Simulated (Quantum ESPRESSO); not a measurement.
**Sn: band structure with SCAN**

Crystal: Sn.

```
Sn
1.0
    -1.72654    1.77555    2.33834
     1.72654   -1.77555    2.33834
     1.72654    1.77555   -2.33834
Sn
1
Direct
  0.00000 0.00000 0.00000
```

This isn't the form of Sn at room conditions, which is tetragonal (white tin).

| Property | Result |
| --- | --- |
| Program | Quantum ESPRESSO 7.5 |
| Task | band structure |
| Functional | SCAN |
| Potentials or basis | SG15 PBE 1.2 |
| Cutoff | 952 eV |
| Density cutoff | 3810 eV |
| k mesh | 11 × 11 × 11 |
| Occupations | fermi-dirac, width 0.05 eV |
| Spin | no spin polarisation |
| Symmetry | off |
| Mixing beta | 0.5 |
| Most SCF iterations | 120 |
| SCF threshold | 1e-08 Ry |

```yaml
Pressure: -3.8 GPa
Band_gap_on_the_k_mesh: none (metal or under the smearing width)
```

Stress tensor (GPa, compression positive):
```
-3.10  0.00  0.00
 0.00 -4.60  0.00
 0.00  0.00 -3.66
```

Levels at the corners of the path, in eV from the Fermi level:
| point | band 4 | band 5 | band 6 | band 7 | band 8 | band 9 | band 10 | band 11 |
| --- | --- | --- | --- | --- | --- | --- | --- | --- |
| Γ | -20.90 | -20.85 | -11.37 | 7.23 | 7.41 | 7.81 | 11.89 | 11.98 |
| X | -20.81 | -20.78 | -4.82 | -2.55 | -1.18 | 1.92 | 6.06 | 11.14 |
| L | -20.84 | -20.76 | -4.78 | -1.92 | -1.57 | 0.20 | 10.04 | 11.59 |
| T | -20.78 | -20.75 | -5.50 | -3.82 | 2.05 | 2.55 | 6.40 | 6.53 |
| W | -20.84 | -20.79 | -5.14 | -1.86 | -1.61 | -0.20 | 12.42 | 13.92 |
| R | -20.79 | -20.78 | -6.96 | -4.55 | 4.89 | 5.87 | 10.04 | 10.47 |
| X1 | -20.81 | -20.78 | -4.82 | -2.55 | -1.18 | 1.92 | 6.06 | 11.14 |
| Z | -20.76 | -20.76 | -4.65 | -3.36 | 1.16 | 1.84 | 5.44 | 6.16 |
| Γ | -20.90 | -20.85 | -11.37 | 7.23 | 7.41 | 7.81 | 11.89 | 11.98 |
| Y | -20.80 | -20.78 | -4.97 | -2.70 | -1.14 | 2.46 | 6.53 | 9.69 |
| S | -20.81 | -20.78 | -7.23 | -4.61 | 5.35 | 6.18 | 10.53 | 11.06 |
| W | -20.84 | -20.79 | -5.14 | -1.86 | -1.61 | -0.20 | 12.42 | 13.92 |
| L1 | -20.84 | -20.76 | -4.78 | -1.92 | -1.57 | 0.20 | 10.04 | 11.59 |
| Y | -20.80 | -20.78 | -4.97 | -2.70 | -1.14 | 2.46 | 6.53 | 9.69 |
| Y1 | -20.80 | -20.78 | -4.97 | -2.70 | -1.14 | 2.46 | 6.53 | 9.69 |
| Z | -20.76 | -20.76 | -4.65 | -3.36 | 1.16 | 1.84 | 5.44 | 6.16 |

Run time: 6.2 min on 2 MPI ranks on Arm Neoverse V2 (shared host), peak memory 0.38 GiB a rank.

Caveat: the potentials were made for another functional, which shifts forces and pressure; spin-orbit coupling is left out, which moves the levels of the heavy elements.
